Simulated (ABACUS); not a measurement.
# LiF (Griceite) (Fm-3m) in ABACUS: settings compared, part 2 of 2

ABACUS 3.10.1.

### Step 4. Single point, RPBE

The input, run_abacus.py:

```python
"""ABACUS run from a structure file: ASE reads it, the script writes STRU, KPT and INPUT."""
import re
import subprocess
import spglib
from ase import Atoms
from ase.io import read
from ase.units import Bohr

atoms = read("LiF.cif")
cell, frac, numbers = spglib.standardize_cell((atoms.cell[:], atoms.get_scaled_positions(), atoms.numbers), to_primitive=True, symprec=1e-4)
atoms = Atoms(numbers=numbers, cell=cell, scaled_positions=frac, pbc=True)  # the primitive cell
atoms = atoms[(-atoms.numbers).argsort(kind="stable")]  # ABACUS lists atoms element by element
pseudo = {'F': 'F.upf', 'Li': 'Li.upf'}
orbital = {}
magmoms = None
kmesh = [9, 9, 9]
params = {
    'suffix': 'LiF',
    'calculation': 'scf',
    'basis_type': 'pw',
    'pseudo_dir': './',
    'symmetry': 1,
    'dft_functional': 'GGA_X_RPBE+GGA_C_PBE',
    'ecutwfc': 98,
    'pseudo_rcut': 10,
    'nspin': 1,
    'nbands': 15,
    'ks_solver': 'dav',
    'smearing_method': 'fd',
    'smearing_sigma': 0.00367493,
    'scf_thr': 1e-08,
    'scf_nmax': 100,
    'mixing_type': 'broyden',
    'mixing_beta': 0.7,
    'cal_force': 1,
    'cal_stress': 1,
    'out_chg': 1,
    'kpar': 4,
}

symbols = atoms.get_chemical_symbols()
elements = list(dict.fromkeys(symbols))
lines = ["ATOMIC_SPECIES"] + [f"{e} {atoms.get_masses()[symbols.index(e)]:.4f} {pseudo[e]}" for e in elements]
if orbital:
    lines += ["", "NUMERICAL_ORBITAL"] + [orbital[e] for e in elements]
lines += ["", "LATTICE_CONSTANT", f"{1 / Bohr:.10f}", "", "LATTICE_VECTORS"]
lines += [" ".join(f"{x:.10f}" for x in v) for v in atoms.cell]
lines += ["", "ATOMIC_POSITIONS", "Direct"]
for e in elements:
    lines += ["", e, "0.0", str(symbols.count(e))]
    for i, p in enumerate(atoms.get_scaled_positions(wrap=False)):
        if symbols[i] == e:
            mag = "" if magmoms is None else " mag " + " ".join(str(x) for x in (magmoms[i] if isinstance(magmoms[i], list) else [magmoms[i]]))
            lines.append(" ".join(f"{x:.10f}" for x in p) + " 1 1 1" + mag)
open("STRU", "w").write("\n".join(lines) + "\n")
open("KPT", "w").write("K_POINTS\n0\nGamma\n%d %d %d 0 0 0\n" % tuple(kmesh))
open("INPUT", "w").write("INPUT_PARAMETERS\n" + "".join(f"{k:<20s}{v}\n" for k, v in params.items()))

done = subprocess.run(['mpirun', '-np', '4', 'abacus'])
if done.returncode:
    raise SystemExit(done.returncode)
log = open("OUT.LiF/running_scf.log").read()
print("final energy (eV):", re.findall(r"FINAL_ETOT_IS (\S+)", log))
```

The input, LiF.cif:

```cif
data_LiF
_cell_length_a 4.02800000
_cell_length_b 4.02800000
_cell_length_c 4.02800000
_cell_angle_alpha 90.00000000
_cell_angle_beta 90.00000000
_cell_angle_gamma 90.00000000
_space_group_name_H-M_alt 'Fm-3m'
_space_group_name_Hall '-F 4 2 3'
_space_group_IT_number 225
loop_
_space_group_symop_operation_xyz
'x,y,z'
'-x,-y,-z'
'-y,x,z'
'y,-x,-z'
'-x,-y,z'
'x,y,-z'
'y,-x,z'
'-y,x,-z'
'x,-y,-z'
'-x,y,z'
'-y,-x,-z'
'y,x,z'
'-x,y,-z'
'x,-y,z'
'y,x,-z'
'-y,-x,z'
'z,x,y'
'-z,-x,-y'
'z,-y,x'
'-z,y,-x'
'z,-x,-y'
'-z,x,y'
'z,y,-x'
'-z,-y,x'
'-z,x,-y'
'z,-x,y'
'-z,-y,-x'
'z,y,x'
'-z,-x,y'
'z,x,-y'
'-z,y,x'
'z,-y,-x'
'y,z,x'
'-y,-z,-x'
'x,z,-y'
'-x,-z,y'
'-y,z,-x'
'y,-z,x'
'-x,z,y'
'x,-z,-y'
'-y,-z,x'
'y,z,-x'
'-x,-z,-y'
'x,z,y'
'y,-z,-x'
'-y,z,x'
'x,-z,y'
'-x,z,-y'
'x,y+1/2,z+1/2'
'-x,-y+1/2,-z+1/2'
'-y,x+1/2,z+1/2'
'y,-x+1/2,-z+1/2'
[... 63 lines left out ...]
'-z+1/2,y,-x+1/2'
'z+1/2,-x,-y+1/2'
'-z+1/2,x,y+1/2'
'z+1/2,y,-x+1/2'
'-z+1/2,-y,x+1/2'
'-z+1/2,x,-y+1/2'
'z+1/2,-x,y+1/2'
'-z+1/2,-y,-x+1/2'
'z+1/2,y,x+1/2'
'-z+1/2,-x,y+1/2'
'z+1/2,x,-y+1/2'
'-z+1/2,y,x+1/2'
'z+1/2,-y,-x+1/2'
'y+1/2,z,x+1/2'
'-y+1/2,-z,-x+1/2'
'x+1/2,z,-y+1/2'
'-x+1/2,-z,y+1/2'
'-y+1/2,z,-x+1/2'
'y+1/2,-z,x+1/2'
'-x+1/2,z,y+1/2'
'x+1/2,-z,-y+1/2'
'-y+1/2,-z,x+1/2'
'y+1/2,z,-x+1/2'
'-x+1/2,-z,-y+1/2'
'x+1/2,z,y+1/2'
'y+1/2,-z,-x+1/2'
'-y+1/2,z,x+1/2'
'x+1/2,-z,y+1/2'
'-x+1/2,z,-y+1/2'
'x+1/2,y+1/2,z'
'-x+1/2,-y+1/2,-z'
'-y+1/2,x+1/2,z'
'y+1/2,-x+1/2,-z'
'-x+1/2,-y+1/2,z'
'x+1/2,y+1/2,-z'
'y+1/2,-x+1/2,z'
'-y+1/2,x+1/2,-z'
'x+1/2,-y+1/2,-z'
'-x+1/2,y+1/2,z'
'-y+1/2,-x+1/2,-z'
'y+1/2,x+1/2,z'
'-x+1/2,y+1/2,-z'
'x+1/2,-y+1/2,z'
'y+1/2,x+1/2,-z'
'-y+1/2,-x+1/2,z'
'z+1/2,x+1/2,y'
'-z+1/2,-x+1/2,-y'
'z+1/2,-y+1/2,x'
'-z+1/2,y+1/2,-x'
'z+1/2,-x+1/2,-y'
'-z+1/2,x+1/2,y'
'z+1/2,y+1/2,-x'
'-z+1/2,-y+1/2,x'
'-z+1/2,x+1/2,-y'
'z+1/2,-x+1/2,y'
'-z+1/2,-y+1/2,-x'
'z+1/2,y+1/2,x'
'-z+1/2,-x+1/2,y'
'z+1/2,x+1/2,-y'
'-z+1/2,y+1/2,x'
'z+1/2,-y+1/2,-x'
'y+1/2,z+1/2,x'
'-y+1/2,-z+1/2,-x'
'x+1/2,z+1/2,-y'
'-x+1/2,-z+1/2,y'
'-y+1/2,z+1/2,-x'
'y+1/2,-z+1/2,x'
'-x+1/2,z+1/2,y'
'x+1/2,-z+1/2,-y'
'-y+1/2,-z+1/2,x'
'y+1/2,z+1/2,-x'
'-x+1/2,-z+1/2,-y'
'x+1/2,z+1/2,y'
'y+1/2,-z+1/2,-x'
'-y+1/2,z+1/2,x'
'x+1/2,-z+1/2,y'
'-x+1/2,z+1/2,-y'
loop_
_atom_site_label
_atom_site_type_symbol
_atom_site_symmetry_multiplicity
_atom_site_Wyckoff_symbol
_atom_site_fract_x
_atom_site_fract_y
_atom_site_fract_z
_atom_site_occupancy
F1 F 4 b 0.5000000000 0.0000000000 0.0000000000 1
Li1 Li 4 a 0.0000000000 0.0000000000 0.0000000000 1
```

Potentials or basis: Ansatz NC PBE, plane waves.

On the command line:

```console
$ OMP_NUM_THREADS=1 python run_abacus.py > log
```

running log:

```text
[... set-up lines left out ...]
 PW ALGORITHM --------------- ION=   1  ELEC=   1--------------------------------

 Density error is 0.147578988701
                          Error Threshold = 0.01
----------------------------------------------------------
     Energy           Rydberg                 eV
----------------------------------------------------------
 E_KohnSham     -64.9852641343       -884.1698782616
 E_Harris       -62.9365113742       -856.2951669311
 E_Fermi        0.2047009122         2.7850987923
----------------------------------------------------------

 PW ALGORITHM --------------- ION=   1  ELEC=   2--------------------------------

 Density error is 0.0668425492125
                          Error Threshold = 0.00147578988701
----------------------------------------------------------
     Energy           Rydberg                 eV
----------------------------------------------------------
 E_KohnSham     -65.0269154950       -884.7365740961
 E_Harris       -66.4187545589       -903.6735160642
 E_Fermi        0.5602838373         7.6230526843
----------------------------------------------------------

 PW ALGORITHM --------------- ION=   1  ELEC=   3--------------------------------

 Density error is 0.00106105414586
                          Error Threshold = 0.000668425492125
----------------------------------------------------------
     Energy           Rydberg                 eV
----------------------------------------------------------
 E_KohnSham     -65.0411611520       -884.9303962031
 E_Harris       -64.9434108451       -883.6004350485
 E_Fermi        0.1707173300         2.3227284356
----------------------------------------------------------

 PW ALGORITHM --------------- ION=   1  ELEC=   4--------------------------------

 Density error is 2.73823571394e-05
                          Error Threshold = 1.06105414586e-05
----------------------------------------------------------
     Energy           Rydberg                 eV
----------------------------------------------------------
 E_KohnSham     -65.0414440660       -884.9342454458
 E_Harris       -65.0458400202       -884.9940554707
 E_Fermi        0.1675369515         2.2794571665
----------------------------------------------------------

 PW ALGORITHM --------------- ION=   1  ELEC=   5--------------------------------

 Density error is 1.21659168198e-05
                          Error Threshold = 2.73823571394e-07
----------------------------------------------------------
     Energy           Rydberg                 eV
----------------------------------------------------------
 E_KohnSham     -65.0414458696       -884.9342699847
 E_Harris       -65.0438752096       -884.9673228518
 E_Fermi        0.1677691996         2.2826170630
----------------------------------------------------------

 PW ALGORITHM --------------- ION=   1  ELEC=   6--------------------------------

 Density error is 8.92772130511e-09
                          Error Threshold = 1.21659168198e-07
----------------------------------------------------------
     Energy           Rydberg                 eV
----------------------------------------------------------
 E_KohnSham     -65.0414476770       -884.9342945756
 E_KS(sigma->0) -65.0414476770       -884.9342945756
 E_Harris       -65.0415574161       -884.9357876537
 E_band         -8.6414547561        -117.5730236921
 E_one_elec     -25.9895556416       -353.6060452138
 E_Hartree      17.3466965290        236.0139142706
 E_xc           -15.4503119268       -210.2122780820
 E_Ewald        -40.9482766375       -557.1298855503
 E_entropy(-TS) -0.0000000000        -0.0000000000
 E_descf        0.0000000000         0.0000000000
 E_exx          0.0000000000         0.0000000000
 E_Fermi        0.1682333161         2.2889316930
----------------------------------------------------------

 charge density convergence is achieved
 final etot is -884.93429458 eV
 EFERMI = 2.288931693 eV

 STATE ENERGY(eV) AND OCCUPATIONS    NSPIN == 1
 1/9 kpoint (Cartesian) = 0.0000 0.0000 0.0000 (1807 pws)
       1       -40.1585     0.00274348
       2       -18.9022     0.00274348
       3        1.06223     0.00274348
       4        1.06223     0.00274348
       5        1.06223     0.00274348
       6        10.4046    8.84751e-74
       7        25.3174        0.00000
       8        25.3174        0.00000
       9        25.3174        0.00000
      10        25.6696        0.00000
      11        25.6696        0.00000
      12        25.6696        0.00000
      13        28.7360        0.00000
      14        32.7778        0.00000
      15        32.7778        0.00000

 2/9 kpoint (Cartesian) = 0.027585 0.027585 0.027585 (1829 pws)
       1       -40.1521      0.0219479
       2       -18.8552      0.0219479
       3       0.721019      0.0219479
       4        1.03455      0.0219479
       5        1.03455      0.0219479
       6        10.7571    6.13878e-76
       7        22.3234        0.00000
       8        23.8922        0.00000
       9        23.8922        0.00000
      10        26.8497        0.00000
      11        26.8497        0.00000
      12        26.8787        0.00000
      13        31.9062        0.00000
      14        33.8207        0.00000
      15        33.8207        0.00000

 3/9 kpoint (Cartesian) = 0.055169 0.055169 0.055169 (1817 pws)
       1       -40.1358      0.0219479
       2       -18.7327      0.0219479
       3     -0.0623580      0.0219479
       4       0.966167      0.0219479
       5       0.966167      0.0219479
       6        11.4981    2.24539e-82
       7        19.7415        0.00000
       8        22.2616        0.00000
       9        22.2616        0.00000
      10        28.0450        0.00000
      11        28.4098        0.00000
      12        28.4098        0.00000
      13        35.9911        0.00000
      14        35.9911        0.00000
      15        37.2772        0.00000

 4/9 kpoint (Cartesian) = 0.082754 0.082754 0.082754 (1820 pws)
       1       -40.1173      0.0219479
       2       -18.5871      0.0219479
       3      -0.857567      0.0219479
       4       0.891255      0.0219479
       5       0.891255      0.0219479
       6        12.0289    5.51060e-87
       7        18.3945        0.00000
       8        21.0031        0.00000
       9        21.0031        0.00000
      10        29.6802        0.00000
      11        30.3557        0.00000
      12        30.3557        0.00000
      13        37.7544        0.00000
      14        37.7544        0.00000
      15        37.8797        0.00000

 5/9 kpoint (Cartesian) = 0.11034 0.11034 0.11034 (1808 pws)
       1       -40.1052      0.0219479
       2       -18.4880      0.0219479
       3       -1.33932      0.0219479
       4       0.843929      0.0219479
       5       0.843929      0.0219479
       6        12.1452    5.38119e-88
       7        18.0505        0.00000
       8        20.3335        0.00000
       9        20.3335        0.00000
      10        31.4677        0.00000
      11        32.0843        0.00000
      12        32.0843        0.00000
      13        35.3360        0.00000
      14        38.1941        0.00000
      15        38.1941        0.00000

 6/9 kpoint (Cartesian) = 0.0000 0.0000 0.055169 (1820 pws)
       1       -40.1500      0.0164609
       2       -18.8381      0.0164609
       3       0.750181      0.0164609
       4       0.944375      0.0164609
       5       0.944375      0.0164609
       6        10.9060    2.34092e-77
       7        23.2661        0.00000
       8        23.3121        0.00000
       9        23.3121        0.00000
      10        23.7261        0.00000
      11        28.7797        0.00000
      12        28.7797        0.00000
      13        32.0518        0.00000
      14        33.2118        0.00000
      15        34.6772        0.00000

[... levels at 3 further k points ...]

------------------------------------------------------------------------------------------
 TOTAL-FORCE (eV/Angstrom)
------------------------------------------------------------------------------------------
                        F1         0.0000000000         0.0000000000         0.0000000000
                       Li1         0.0000000000         0.0000000000         0.0000000000
------------------------------------------------------------------------------------------

----------------------------------------------------------------
 TOTAL-STRESS (KBAR)
----------------------------------------------------------------
        61.5442832906         0.0000000000         0.0000000000
        -0.0000000000        61.5442832906         0.0000000000
        -0.0000000000         0.0000000000        61.5442832906
----------------------------------------------------------------
 TOTAL-PRESSURE: 61.544283 KBAR

 --------------------------------------------
 !FINAL_ETOT_IS -884.9342945755864775 eV
 --------------------------------------------
```

Wall time 5.5 s (4 MPI ranks of Intel Xeon 6975P-C (Granite Rapids), shared host); peak memory 0.36 GiB.

Results:

```
Free energy            : -884.9343 eV
Pressure               : 6.2 GPa
Band gap on the k mesh : 9.34 eV, direct
```

Caveat: the potentials were made for another functional, which shifts forces and pressure; an odd mesh through Γ misses points on the zone boundary, where band edges often lie. As with any semilocal functional, this RPBE gap is likely too small.

### Step 5. The runs side by side

```csv
task,level,potentials or basis,cell,k mesh,cutoff (eV),SCF threshold on the density,eigensolver,max steps of the relaxation,force threshold,optimiser,gap on the mesh (eV),pressure (GPa)
single point,SCAN,"SG15 ONCV 1.2 PBE, DZP LCAO (the cutoffs set its grid)",as given,8 × 8 × 8,1361,1e-07,genelpa,-,-,-,10.14,-2.9
relaxation of cell and atoms,SCAN,"SG15 ONCV 1.2 PBE, DZP LCAO (the cutoffs set its grid)",relaxed,8 × 8 × 8,1361,1e-07,genelpa,60,0.02 eV/Å,cg,-,-0.1
single point,RPBE,"Ansatz NC PBE, plane waves",as given,9 × 9 × 9,1333,1e-08,dav,-,-,-,9.34,6.2
```

Alike in all rows: no spin polarisation; smearing fermi-dirac 0.05 eV.

Caveats: the potentials were made for another functional, which shifts forces and pressure; the atomic orbitals were generated for these runs and aren't a published set (some runs); the basis of atomic orbitals isn't converged, which shifts pressures, moduli and gaps (some runs); an odd mesh through Γ misses points on the zone boundary, where band edges often lie (some runs).

Total energies depend on the potentials used, so only differences within one code and one set of settings carry meaning.
